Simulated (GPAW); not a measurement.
# As (Pm-3m) in GPAW: equation of state

Aim: energy against volume of As in PBEsol, for its equilibrium volume and stiffness.

All numbers are computed with GPAW 26.7.0; they aren't measurements. Logs are shortened: lines on timing, memory, paths and dates and some standing lists are left out, and cuts for length are marked. The log counts tension as positive stress, the text compression.

**1. The structure**

The structure is cubic, space group Pm-3m (No. 221). The conventional cell has a = 2.704 Å, b = 2.704 Å, c = 2.704 Å, α = 90.00°, β = 90.00°, γ = 90.00°. Around As (site symmetry m-3m) lie 6 As at 2.70 Å.

This isn't the form of As at room conditions, which is rhombohedral.

**2. Equation of state, PBEsol**

Contents of run.py:

```python
from ase import Atoms
from ase.eos import EquationOfState
from ase.io import Trajectory
from ase.units import GPa
from gpaw import GPAW, PW, setup_paths

setup_paths.insert(0, '.')

atoms = Atoms(['As'],
              cell=[[2.7036817444, 0.0, 0.0],
                    [0.0, 2.7036817444, 0.0],
                    [0.0, 0.0, 2.7036817444]],
              scaled_positions=[[0.5, 0.5, 0.5]],
              pbc=True)

traj = Trajectory('eos.traj', 'w')
volumes, energies = [], []
for x in [0.94, 0.96, 0.98, 1.0, 1.02, 1.04, 1.06]:
    a = atoms.copy()
    a.set_cell(atoms.cell * x**(1 / 3), scale_atoms=True)
    calc = GPAW(mode=PW(600),
                xc='PBEsol',
                kpts={'size': (10, 10, 10), 'gamma': True},
                occupations={'name': 'fermi-dirac', 'width': 0.05},
                nbands=9,
                convergence={'density': 1e-05, 'energy': 1e-05},
                maxiter=150,
                txt=f'eos-{x:.2f}.txt')
    a.calc = calc
    energies.append(a.get_potential_energy(force_consistent=True))
    volumes.append(a.get_volume())
    p = -a.get_stress()[:3].mean() / GPa
    calc.write(f'eos-{x:.2f}.gpw')
    traj.write(a)
    print(f'{x:.2f} {volumes[-1]:10.4f} A^3 {energies[-1]:14.6f} eV {p:9.3f} GPa', flush=True)

v0, e0, B = EquationOfState(volumes, energies, eos='birchmurnaghan').fit()
print(f'V0 = {v0:.4f} A^3, E0 = {e0:.6f} eV, B0 = {B / GPa:.2f} GPa')
```

Potentials or basis: PAW data sets generated in the run's folder for this functional, pw.

Run with:

```
$ gpaw-setup -f PBEsol As
$ OMP_NUM_THREADS=1 python run.py
```

What it wrote:

```text
__  _  _
 | _ |_)|_||  |
 |__||  | ||/\| - 26.7.0

Input parameters:
  mode=PW(ecut=600.0),
  convergence={'density': 1e-05, 'energy': 1e-05},
  kpts=MonkhorstPack(size=(10, 10, 10), gamma=True),
  maxiter=150,
  nbands=9,
  occupations=Occupations(name='fermi-dirac', width=0.05),
  xc=XC(name='PBEsol')

Diagonalizing LCAO Hamiltonian
Converting LCAO to pw mode
   .------.
  /|      |
 * |      |
 | .-As---.
 |/      /
 *------*

Atoms  # Å, Bohr magnetons
|   | symbol |        x |        y |        z |    initial magnetic moments |
|---|--------|----------|----------|----------|-----------------------------|
| 0 |     As | 1.324245 | 1.324245 | 1.324245 | ( 0.0000,  0.0000,  0.0000) |

Unit cell  # Å
| periodic |        x |        y |        z |  lengths |    angles |
|----------|----------|----------|----------|----------|-----------|
|      yes | 2.648489 | 0.000000 | 0.000000 | 2.648489 | 90.000000 |
|      yes | 0.000000 | 2.648489 | 0.000000 | 2.648489 | 90.000000 |
|      yes | 0.000000 | 0.000000 | 2.648489 | 2.648489 | 90.000000 |

Number of symmetries: 48
Symmetry operations  # r_c * U_cc + t_c -> r_c
|    | kind |            matrix            |
|----|------|------------------------------|
|  0 |  E   |  1, 0, 0,  0, 1, 0,  0, 0, 1 |
|  1 |  σ   |  1, 0, 0,  0, 1, 0,  0, 0,-1 |
|  2 |  σ   |  1, 0, 0,  0, 0, 1,  0, 1, 0 |
|  3 |  C4  |  1, 0, 0,  0, 0, 1,  0,-1, 0 |
|  4 |  C4  |  1, 0, 0,  0, 0,-1,  0, 1, 0 |
|  5 |  σ   |  1, 0, 0,  0, 0,-1,  0,-1, 0 |
|  6 |  σ   |  1, 0, 0,  0,-1, 0,  0, 0, 1 |
|  7 |  C2  |  1, 0, 0,  0,-1, 0,  0, 0,-1 |
|  8 |  σ   |  0, 1, 0,  1, 0, 0,  0, 0, 1 |
|  9 |  C2  |  0, 1, 0,  1, 0, 0,  0, 0,-1 |
| 10 |  C3  |  0, 1, 0,  0, 0, 1,  1, 0, 0 |
| 11 |  S6  |  0, 1, 0,  0, 0, 1, -1, 0, 0 |
| 12 |  S6  |  0, 1, 0,  0, 0,-1,  1, 0, 0 |
| 13 |  C3  |  0, 1, 0,  0, 0,-1, -1, 0, 0 |
| 14 |  C4  |  0, 1, 0, -1, 0, 0,  0, 0, 1 |
| 15 |  S4  |  0, 1, 0, -1, 0, 0,  0, 0,-1 |
| 16 |  C3  |  0, 0, 1,  1, 0, 0,  0, 1, 0 |
| 17 |  S6  |  0, 0, 1,  1, 0, 0,  0,-1, 0 |
| 18 |  σ   |  0, 0, 1,  0, 1, 0,  1, 0, 0 |
| 19 |  C4  |  0, 0, 1,  0, 1, 0, -1, 0, 0 |
| 20 |  C2  |  0, 0, 1,  0,-1, 0,  1, 0, 0 |
| 21 |  S4  |  0, 0, 1,  0,-1, 0, -1, 0, 0 |
| 22 |  S6  |  0, 0, 1, -1, 0, 0,  0, 1, 0 |
| 23 |  C3  |  0, 0, 1, -1, 0, 0,  0,-1, 0 |
| 24 |  S6  |  0, 0,-1,  1, 0, 0,  0, 1, 0 |
| 25 |  C3  |  0, 0,-1,  1, 0, 0,  0,-1, 0 |
| 26 |  C4  |  0, 0,-1,  0, 1, 0,  1, 0, 0 |
| 27 |  σ   |  0, 0,-1,  0, 1, 0, -1, 0, 0 |
| 28 |  S4  |  0, 0,-1,  0,-1, 0,  1, 0, 0 |
| 29 |  C2  |  0, 0,-1,  0,-1, 0, -1, 0, 0 |
| 30 |  C3  |  0, 0,-1, -1, 0, 0,  0, 1, 0 |
| 31 |  S6  |  0, 0,-1, -1, 0, 0,  0,-1, 0 |
| 32 |  C4  |  0,-1, 0,  1, 0, 0,  0, 0, 1 |
| 33 |  S4  |  0,-1, 0,  1, 0, 0,  0, 0,-1 |
| 34 |  S6  |  0,-1, 0,  0, 0, 1,  1, 0, 0 |
| 35 |  C3  |  0,-1, 0,  0, 0, 1, -1, 0, 0 |
| 36 |  C3  |  0,-1, 0,  0, 0,-1,  1, 0, 0 |
| 37 |  S6  |  0,-1, 0,  0, 0,-1, -1, 0, 0 |
| 38 |  σ   |  0,-1, 0, -1, 0, 0,  0, 0, 1 |
| 39 |  C2  |  0,-1, 0, -1, 0, 0,  0, 0,-1 |
| 40 |  σ   | -1, 0, 0,  0, 1, 0,  0, 0, 1 |
| 41 |  C2  | -1, 0, 0,  0, 1, 0,  0, 0,-1 |
| 42 |  C2  | -1, 0, 0,  0, 0, 1,  0, 1, 0 |
| 43 |  S4  | -1, 0, 0,  0, 0, 1,  0,-1, 0 |
| 44 |  S4  | -1, 0, 0,  0, 0,-1,  0, 1, 0 |
| 45 |  C2  | -1, 0, 0,  0, 0,-1,  0,-1, 0 |
| 46 |  C2  | -1, 0, 0,  0,-1, 0,  0, 0, 1 |
| 47 |  i   | -1, 0, 0,  0,-1, 0,  0, 0,-1 |

BZ-sampling:
  Number of BZ points: 1000
  Number of IBZ points: 56

  Monkhorst-Pack size: [10, 10, 10]
  Monkhorst-Pack shift: [0.05, 0.05, 0.05]

K-points  # in reciprocal-cell coordinates
|     |                                coordinates |     weight |
|-----|--------------------------------------------|------------|
|   0 | (  0.00000000,   0.00000000,   0.00000000) | 0.00100000 |
|   1 | (  0.10000000,   0.00000000,   0.00000000) | 0.00600000 |
|   2 | (  0.10000000,   0.10000000,   0.00000000) | 0.01200000 |
|   3 | (  0.10000000,   0.10000000,   0.10000000) | 0.00800000 |
|   4 | (  0.20000000,   0.00000000,   0.00000000) | 0.00600000 |
|   5 | (  0.20000000,   0.10000000,   0.00000000) | 0.02400000 |
|   6 | (  0.20000000,   0.10000000,   0.10000000) | 0.02400000 |
|   7 | (  0.20000000,   0.20000000,   0.00000000) | 0.01200000 |
|   8 | (  0.20000000,   0.20000000,   0.10000000) | 0.02400000 |
|   9 | (  0.20000000,   0.20000000,   0.20000000) | 0.00800000 |
| ... |                                            |            |
|  55 | (  0.50000000,   0.50000000,   0.50000000) | 0.00100000 |

Plane wave coefficients: 638
Cutoff: 600.0 eV

Spin-components: 1 (collinear spins)
Bands:           9
Projectors:      5
Spin-degeneracy: 2
Datatype:        complex128

Parallelization:
  kpt:    1
  domain: 1
  band:   1

Density:
  Valence electrons: 5.0
  Components: 1
  Grid points: [15 15 15]
  Charge: 0.0  # |e|

Potential:
  Grid points: [15 15 15]

species:
  As:
    name:    Arsenic
    Z:       33.0
    valence: 5
    core:    28
    charge:  0.0  # [|e|]
    compensation charges:
      type: gauss
      rc: 0.33  # [Å]
      lmax: 2
    cutoffs:
      filter: 1.87  # [Å]
      core: 2.96  # [Å]
    projectors
    | kind |    occ | energy [eV] | rcut [Å] |
    |------|--------|-------------|----------|
    |   4s |  2.000 |     -14.495 |    1.058 |
    |   4p |  3.000 |      -5.197 |    1.058 |
    |    s |        |      12.716 |    1.058 |
    |    p |        |      22.014 |    1.058 |
    |    d |        |       0.000 |    1.058 |

    Using partial waves for As as LCAO basis

Reference energy: -61459.443079  # eV

eigensolver:
  PPCG
  Converge bands: occupied
  niter=2

density mixing:
  MSR1-Mixer
  Pratt-step length: 0.05
  Maximum mixing coefficient: 0.75
  Old densities: 10
  SVD Regularization: 0.005
  Good broyden scale: 1.0
  Trust region scale: 1.0
  Backstep threshold: 4.0
  History deletion threshold: 6.0
  Fourier metric: weight=20.0, sigma=0.015

occupation numbers:
  Fermi-Dirac:
    width: 0.0500  # eV

poisson solver:
  ecut: 4800.0  # eV

xc functional:
  name: PBEsol with 2 nearest neighbor stencil

convergence criteria:
- Maximum integral of absolute [dens]ity change: 1e-05 electrons / valence electron
- Maximum [total energy] change in last 3 cyles: 1e-05 eV / valence electron
- Maximum integral of absolute [eigenst]ate change: 4e-08 eV^2 / valence electron
maximum number of iterations: 150

SCF iterations
|iter     | |      energy | eigst |  dens |
|---------|-|-------------|-------|-------|
|iter:   1| |   -5.028775 | -0.73 |       |
|iter:   2| |   -5.029431 | -3.19 | -1.30 |
|iter:   3| |   -5.029094 | -4.00 | -1.32 |
|iter:   4| |   -5.028976 | -4.51 | -1.85 |
|iter:   5| |   -5.028972 | -6.40 | -3.14 |
|iter:   6| |   -5.028972c| -8.16c| -3.78 |
|iter:   7| |   -5.028972c| -7.52c| -4.24 |
|iter:   8| |   -5.028972c| -9.01c| -5.83c|

Converged in 8 steps
Energy contributions relative to reference atoms: (reference = -61459.443079)

Energy contributions:
  Kinetic:          10.708133
  Coulomb:          -9.619693
  Zero:             -0.014097
  External:          0.000000
  Xc:               -6.102051
  Entropy:          -0.002527
  Spinorbit:         0.000000
  ----------------------------
  Free energy:      -5.030235
  Extrapolated:     -5.028972

dipole moment: (-0.000003, -0.000003, -0.000003)  # |e|*Ang

Fermi level: 8.280
Eigenvalues  # (at kpt = [0.000, 0.000, 0.000])
| band index |      eig [eV] | occ [0-2] |
|------------|---------------|-----------|
|          0 |        -7.248 |     2.000 |
|          1 |        12.729 |     0.000 |
|          2 |        12.729 |     0.000 |
|          3 |        12.729 |     0.000 |
|          4 |        16.969 |     0.000 |
|          5 |        16.969 |     0.000 |
|          6 |        19.287 |     0.000 |
|          7 |        34.763 |     0.000 |
|          8 |        34.769 |     0.000 |

No gap
No difference between direct/indirect transitions

Stress tensor  # eV/Ang^3
|         x |         y |         z |
|-----------|-----------|-----------|
| -0.028721 |  0.000000 |  0.000000 |
|  0.000000 | -0.028721 |  0.000000 |
|  0.000000 |  0.000000 | -0.028721 |

# Writing to eos-0.94.gpw (mode='')
```

stdout:

```text
0.94    18.5778 A^3      -5.030235 eV     4.602 GPa
0.96    18.9731 A^3      -5.038753 eV     2.333 GPa
0.98    19.3684 A^3      -5.041998 eV     0.320 GPa
1.00    19.7636 A^3      -5.040548 eV    -1.481 GPa
1.02    20.1589 A^3      -5.034882 eV    -3.101 GPa
1.04    20.5542 A^3      -5.025422 eV    -4.560 GPa
1.06    20.9494 A^3      -5.012543 eV    -5.874 GPa
V0 = 19.4379 A^3, E0 = -5.042074 eV, B0 = 91.96 GPa
```

eos-0.96.txt:

```text
SCF iterations
|iter     | |      energy | eigst |  dens |
|---------|-|-------------|-------|-------|
|iter:   1| |   -5.037055 | -0.74 |       |
|iter:   2| |   -5.037753 | -3.20 | -1.31 |
|iter:   3| |   -5.037544 | -4.13 | -1.33 |
|iter:   4| |   -5.037452 | -4.65 | -1.85 |
|iter:   5| |   -5.037445 | -6.24 | -3.07 |
|iter:   6| |   -5.037445c| -8.34c| -3.83 |
|iter:   7| |   -5.037445c| -7.57c| -4.23 |
|iter:   8| |   -5.037445c| -9.04c| -5.82c|

Converged in 8 steps
Energy contributions relative to reference atoms: (reference = -61459.443079)

Energy contributions:
  Kinetic:           9.363900
  Coulomb:          -8.542829
  Zero:             -0.012743
  External:          0.000000
  Xc:               -5.844466
  Entropy:          -0.002615
  Spinorbit:         0.000000
  ----------------------------
  Free energy:      -5.038753
  Extrapolated:     -5.037445

dipole moment: (-0.000003, -0.000003, -0.000003)  # |e|*Ang

Fermi level: 7.990
Eigenvalues  # (at kpt = [0.000, 0.000, 0.000])
| band index |      eig [eV] | occ [0-2] |
|------------|---------------|-----------|
|          0 |        -7.335 |     2.000 |
|          1 |        12.355 |     0.000 |
|          2 |        12.355 |     0.000 |
|          3 |        12.355 |     0.000 |
|          4 |        16.657 |     0.000 |
|          5 |        16.657 |     0.000 |
|          6 |        18.806 |     0.000 |
|          7 |        34.175 |     0.000 |
|          8 |        34.189 |     0.000 |

No gap
No difference between direct/indirect transitions

Stress tensor  # eV/Ang^3
|         x |         y |         z |
|-----------|-----------|-----------|
| -0.014563 |  0.000000 |  0.000000 |
|  0.000000 | -0.014563 |  0.000000 |
|  0.000000 |  0.000000 | -0.014563 |

# Writing to eos-0.96.gpw (mode='')
```

Run time: 25 s. Hardware: 1 thread of Arm Neoverse V2, shared host; peak memory 0.17 GiB.

What came out:

| Property | Result |
| --- | --- |
| Equilibrium volume | 19.44 Å³/atom |
| Bulk modulus | 92 GPa |
| Pressure derivative of the bulk modulus | 4.3 |

Energy against volume, from the lowest point:
```tsv
volume (Å³/atom)	energy (meV/atom)
18.578	11.76
18.973	3.25
19.368	0.00
19.764	1.45
20.159	7.12
20.554	16.58
20.949	29.45
```
